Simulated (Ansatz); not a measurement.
Abridged Ansatz (a quantum-chemistry and plane-wave program) output:

```
Relaxation: its limit of steps is 60 (relax.max_steps)
Pseudopotential: Ge, paw, valence charge 14
Pseudopotential: O, paw, valence charge 6
Crystal: 9 atoms, lattice volume = 103.660 Å³
Basis set: ecut = 500 eV, 2631 PW (Γ), exchange–correlation on 144×144×180 points (64 copies of the dense FFT grid, shifted against one another)
Bands: 48, of which v1, the nominal top of the filled ones, is band 39 counted from 1 (38 counted from 0)
Symmetry: 6 space group operations
k-points: 50 of 384 (time reversal used)
Functional: x = r2scan, c = r2scan; τ floored in thin density (d = 2e-4 eV/Å³)
SCF iter   1: F=—  HF=-16319.876867 eV  |F-HF|=—  |Δ(HF+E_count)|=         —  Δρ=8.88e-3  dr2=4.55e-2  dr2_τ=5.32e-1  ethr=1.77e-3  ⟨swp⟩=6.0  Hψ=8927  notcnv=0  defer=21
SCF iter   2: F=—  HF=-16319.997910 eV  |F-HF|=—  |Δ(HF+E_count)|=   1.21e-1  Δρ=5.10e-3  dr2=1.53e-2  dr2_τ=8.82e-4  ethr=5.83e-5  ⟨swp⟩=2.6  Hψ=5107  notcnv=0  defer=162
SCF 1 converged in 7 iterations: F = -16319.998083 eV  dr2 = 5.49e-8
relax step   1: F+E_penalty+E_count = -16319.99808333 eV  Δ(F+E_penalty+E_count) = +0.000e0 eV  max|allowed force component| = 5.296e-5 eV/Å  Δτ_max = 0.0000 Å  P = +9.001 GPa  Ω = 103.660 Å³  (7 SCF iters, dr2 threshold 1.00e-7 eV, accepted)
[... steps on the carried basis left out ...]
relax step  10: F+E_penalty+E_count = -16319.18214313 eV  Δ(F+E_penalty+E_count) = -1.126e-5 eV  max|allowed force component| = 8.015e-5 eV/Å  Δτ_max = 0.0000 Å  P = +18.000 GPa  Ω = 93.698 Å³  stress off target by 8.22e-4 GPa  SCF on the basis re-selected at this cell (its energy is not comparable with the rows above)  (4 SCF iters)
SCF converged after 4 iterations
Free energy (F): -16319.182143 eV
Internal energy: -16319.182143 eV  (E = F + TS)
E sigma→0 (E₀):  -16319.182143 eV
Fermi energy:    9.332500 eV
--- Forces (eV/Å), atoms counted from 1 ---
  atom   1  Ge     0.00008015    -0.00000000     0.00000000
  atom   2  Ge    -0.00004007     0.00006941    -0.00000000
  atom   3  Ge    -0.00004007    -0.00006941    -0.00000000
[...]
  atom   5  O      0.00006826     0.00001958     0.00000207
  atom   6  O     -0.00005108     0.00004933     0.00000207
  atom   7  O     -0.00001718     0.00006891    -0.00000207
  atom   8  O     -0.00005108    -0.00004933    -0.00000207
  atom   9  O      0.00006826    -0.00001958    -0.00000207
--- Stress (GPa, compression-positive) ---
       18.000273      -0.000000       0.000000
       -0.000000      18.000273      -0.000000
        0.000000      -0.000000      18.000822
  P = ⅓ Tr σ = 18.0005 GPa (180.005 kbar)
--- Relaxed structure (8 steps of the walk, 7 accepted, 2 SCFs on fresh bases) ---
  cell:  # Å, volume = 93.6982 Å³
    - [4.4709376996230255, -2.7730184262653032e-11, -1.7848780780488244e-17]
    - [-2.2354688497874977, 3.8719456266249654, 2.6773171170828253e-17]
    - [-2.1189389507795314e-17, 2.4467399473016987e-17, 5.41256941078197]
  atoms:
    - { symbol: Ge, position: [0.41909145184231933, -1.1023435024771876e-19, 0.3333333333333332] }
    - { symbol: Ge, position: [-8.221353542703433e-17, 0.41909145184231933, 0.6666666666666664] }
    - { symbol: Ge, position: [0.5809085481576806, 0.5809085481576804, -6.617363609052131e-19] }
    - { symbol: O, position: [0.3532137753347374, 0.3368418265576908, 0.2559782155001996] }
    - { symbol: O, position: [0.6631581734423091, 0.016371948777046542, 0.5893115488335325] }
    - { symbol: O, position: [0.9836280512229534, 0.6467862246652624, 0.9226448821668662] }
    - { symbol: O, position: [0.016371948777046508, 0.663158173442309, 0.4106884511664669] }
    - { symbol: O, position: [0.3368418265576908, 0.35321377533473736, 0.7440217844997999] }
    - { symbol: O, position: [0.6467862246652624, 0.9836280512229532, 0.07735511783313366] }
```

### Question
What was computed, and what are the main results?

### Answer
GeO2, 9 atoms in the cell, with r2SCAN (Ansatz; PAW; 500 eV plane waves; spin-orbit coupling left out), from a series relaxed to a target (pressure 18 GPa). The last SCF converged to F = -16319.182143 eV, or -1813.2425 eV per atom, at a pressure of 18.00 GPa. The total energy compares only with runs of the same code, potentials and settings.

Load acts through the strain it causes; cell and atoms are relaxed under it. Stability against distortions was not tested. No other phases were tried under pressure. The cell was made from GeO2 (space group P3_121, No. 152) by this change: pressure 18 GPa.

Keys are those of Ansatz 0.2.
